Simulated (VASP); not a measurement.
Wanted: the native input for a VASP 6.6.1 run.

* Task: single point
* Functional: PBEsol
* Potentials or basis: VASP PAW PBE potentials, release 64 (Al, N)
* Cutoff: 520 eV
* k mesh: 8 × 8 × 5
* Occupations: gaussian, width 0.01 eV
* Spin: no spin polarisation
* Dipole correction: no
* Further INCAR settings: ALGO = Normal; EDIFF = 1e-06; NBANDS = 16

The structure of AlN lies in POSCAR:

```
AlN
1.0
    3.1137541851      0.0000000000      0.0000000000
   -1.5568770926      2.6965902255      0.0000000000
    0.0000000000      0.0000000000      4.9832977840
Al N
2 2
Direct
    0.3333333333      0.6666666667     -0.0000165867
    0.6666666667      0.3333333333      0.4999834133
    0.3333333333      0.6666666667      0.3820165867
    0.6666666667      0.3333333333      0.8820165867
```

The cell was built by a generator and needn't be a form met in nature.

The input as run:

INCAR

```
PREC = Accurate ; ENCUT = 520
EDIFF = 1E-6 ; ISMEAR = 0
SIGMA = 0.01 ; LREAL = False
LASPH = True ; NELM = 60
ALGO = Normal ; ISIF = 2
LWAVE = False ; LCHARG = False
GGA = PS ; NBANDS = 16
```

KPOINTS

```
Automatic mesh
0
Gamma
  8 8 5
```

Potentials or basis: VASP PAW PBE potentials, release 64 (Al, N).

Run with:

```console
$ cat potpaw_PBE.64/Al/POTCAR potpaw_PBE.64/N/POTCAR > POTCAR
$ mpirun -np 1 vasp_std > vasp.out
```

Results of the run:

```yaml
Pressure: 0.0 GPa
Band_gap_on_the_k_mesh: 4.11 eV, direct
```

Caveat: the PAW data sets were made with another functional, which shifts forces and pressure a little.

Wall time 13 s on 1 thread of Intel(R) Xeon(R) Platinum 8175M CPU @ 2.50GHz (Skylake/Cascade Lake), on a shared host, peak memory 0.16 GiB.
